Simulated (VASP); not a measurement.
The system is LiH.

```xyz
2
Lattice="0.0000 2.0368 2.0368 2.0368 0.0000 2.0368 2.0368 2.0368 0.0000" Properties=species:S:1:pos:R:3 pbc="T T T"
Li    0.0000    0.0000    0.0000
H     2.0368    2.0368    2.0368
```

Base run:

* Program: VASP 6.6.1
* Functional: r2SCAN-EpsX
* Potentials or basis: VASP PAW PBE potentials, release 64 (Li_sv, H)
* Cutoff: 520 eV
* k mesh: 8 × 8 × 8
* Occupations: gaussian, width 0.02 eV
* Spin: no spin polarisation

Its results: band gap on the k mesh 5.01 eV, direct.

Problem. The run is repeated on the same cell with these changes: functional from r2SCAN-EpsX to PBE0. What comes out?

Solution. Band gap on the k mesh 4.68 eV, direct.

Not every run made on this cell is shown here.
